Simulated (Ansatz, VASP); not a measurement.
This is a calculation of ZnS (Wurtzite-2H) for VASP 6.6.1.

Contents of INCAR:

```
ALGO = Normal
EDIFF = 1E-6
ENCUT = 520
GGA = CA
ISIF = 2
ISMEAR = -1
LASPH = True
LCHARG = False
LREAL = False
LWAVE = False
NBANDS = 26
NELM = 80
PREC = Accurate
SIGMA = 0.05
```

File KPOINTS:

```
k-points
0
Gamma
  8 8 5
```

File POSCAR:

```
ZnS
1.0
    3.8611504880      0.0000000000      0.0000000000
   -1.9305752440      3.3438544104      0.0000000000
    0.0000000000      0.0000000000      6.3160357234
Zn S
2 2
Direct
    0.6666666667      0.3333333333      0.5000000000
    0.3333333333      0.6666666667      0.0000000000
    0.6666666667      0.3333333333      0.8850000000
    0.3333333333      0.6666666667      0.3850000000
```

Potentials or basis: VASP PAW LDA potentials, release 64 (Zn, S).

The run is started by

```console
$ cat potpaw_LDA.64/Zn/POTCAR potpaw_LDA.64/S/POTCAR > POTCAR
$ mpirun -np 1 vasp_std > vasp.out
```

Problem. Set up the same calculation for Ansatz 0.2.0. Potentials there: all-electron LAPW, scalar-relativistic.

Solution. As run (the cutoff follows the program's own potentials):

Contents of input.yaml:

```yaml
crystal:
  lattice:
    - [3.861150488, 0.0, 0.0]
    - [-1.930575244, 3.3438544104, 0.0]
    - [0.0, 0.0, 6.3160357234]
  atoms:
    - { symbol: Zn, position: [0.6666666667, 0.3333333333, 0.5] }
    - { symbol: Zn, position: [0.3333333333, 0.6666666667, 0.0] }
    - { symbol: S, position: [0.6666666667, 0.3333333333, 0.885] }
    - { symbol: S, position: [0.3333333333, 0.6666666667, 0.385] }
kpoints:
  mp_grid: { grid: [8, 8, 5] }
scf:
  occupations: { method: fermi_dirac, width: 0.05 }
hamiltonian:
  xc: lda
  pseudopotentials: { kind: all_electron, lapw: { basis_error: 0.002 } }
output:
  forces: true
  stress: true
  eigenvalues: true
```

Potentials or basis: all-electron LAPW, scalar-relativistic.

Run with:

```bash
$ ansatz run input.yaml --threads 2 --pin off --max-ram 6144MiB --backend cpu --events-out ev --progress --plain --runs-dir out
```

Both were run:

|  | VASP | Ansatz | Ansatz less VASP |
| --- | --- | --- | --- |
| gap on the k mesh at the Fermi level (eV) | 1.83 | 1.81 | -0.028 |
| least direct gap on the mesh (eV) | 1.83 | 1.81 | -0.028 |
| pressure (GPa) | -6.1 | -6.3 | -0.18 |
| largest component of the traceless stress (GPa) | 0.68 | 0.66 | -0.017 |
| rms of the force components (eV/Å) | 0.146 | 0.145 | -0.0015 |

Atom by atom the forces differ by 0.001 eV/Å (rms over components). Ansatz ran all-electron here, so the differences hold the error of VASP's frozen core and of both bases.
